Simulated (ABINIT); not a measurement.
The system is TePb.

```
Pb Te
1.0
     4.00229    0.00000    0.00000
     0.00000    4.00229    0.00000
     0.00000    0.00000    4.00229
Pb Te
1 1
Direct
  0.00000 0.00000 0.00000
  0.50000 0.50000 0.50000
```

Measurements of this composition are mostly on another form, of space group No. 225.

Base run:

- Program: ABINIT 10.8.3 (patched build)
- Functional: revPBE
- Potentials or basis: JTH PAW PBE v2.0
- Cutoff: 599 eV
- k mesh: 7 × 7 × 7
- Occupations: fermi-dirac, width 0.05 eV
- Spin: no spin polarisation

Its results: band gap on the k mesh none (metal or under the smearing width); pressure 1.1 GPa.

Question: The run is repeated on the same cell with these changes: functional from revPBE to SOGGA. What comes out?

Answer: Band gap on the k mesh none (metal or under the smearing width); pressure -3.6 GPa.

SOGGA binds more tightly than revPBE, so the same cell stands under less pressure.

Caveats: the PAW data sets were made with another functional, which shifts forces and pressure a little; spin-orbit coupling is left out, which moves the levels of the heavy elements.
